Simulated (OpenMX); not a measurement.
The system is AgBr.

```
Ag Br
1.0
     0.00000    2.87015    2.87015
     2.87015    0.00000    2.87015
     2.87015    2.87015    0.00000
Ag Br
1 1
Direct
  0.00000 0.00000 0.00000
  0.50000 0.50000 0.50000
```

Base run:

- Program: OpenMX 3.8.5
- Functional: PBE
- Potentials or basis: OpenMX 2013 PBE set, Ag7.0-s3p2d2, Br7.0-s3p2d2, grid cutoff 400 Ry
- k mesh: 9 × 9 × 9
- Occupations: fermi-dirac, width 0.05 eV
- Spin: no spin polarisation

Its results: band gap on the k mesh 0.77 eV, indirect (least direct gap 2.66 eV).

Problem. The run is repeated on the same cell with these changes: k mesh from 9 × 9 × 9 to 7 × 7 × 7; spin from no spin polarisation to non-collinear spin, zero start, spin-orbit coupling. What comes out?

Solution. Band gap on the k mesh 0.71 eV, indirect (least direct gap 2.48 eV); net moment 0.00 μB per cell.

Several settings changed at once, so the effect can't be laid on one alone.

Caveats: the basis of atomic orbitals isn't converged, which shifts pressures, moduli and gaps; total energies with and without spin-orbit coupling shouldn't be compared in this program (some runs).

A k mesh can miss the band edges.
